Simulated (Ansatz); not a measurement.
Runs of Ansatz 0.2.0 on Cu. The structure is cubic, space group Fm-3m (No. 225). Conventional cell: a = 3.615 Å, b = 3.615 Å, c = 3.615 Å, α = 90.00°, β = 90.00°, γ = 90.00°. Cu (site symmetry m-3m) is surrounded by 12 Cu at 2.56 Å. 

```tsv
task	level	cell	cutoff (eV)	points for each segment of the path	gap on the mesh (eV)	pressure (GPa)	V0 of scaled cells (Å³/atom)	B0 (GPa)
band structure	PBEsol	as given	420	14	none	-6.6	-	-
relaxation of cell and atoms	rPW86-PBE	relaxed	420	-	none	0.0	-	-
equation of state	revPBE	as given	420	-	-	-	12.25	129
band structure	RPBE	as given	420	14	none	6.6	-	-
equation of state	r2SCAN+D4	as given	500	-	-	-	(a)	(b)
```

Alike in all rows: potentials or basis Ansatz PAW; no spin polarisation; k mesh 13 × 13 × 13; smearing fermi-dirac 0.05 eV.

**Question.** Fill in the values left out.

**Answer.** (a) 11.27; (b) 172.

Caveats: the PAW data sets come from PBE, with cores solved anew for the run's functional, which leaves a small shift of forces and pressure (some runs); the plane-wave basis is chosen anew once the cell has moved, so the energies of steps on either side of that aren't comparable (some runs); the potentials were made for another functional, which shifts forces and pressure (some runs); the PAW data sets were made with another functional, which shifts forces and pressure a little (some runs).

A gap of «none» marks a metal or a gap under the smearing width.

Runs at the PBE level aren't shown here.
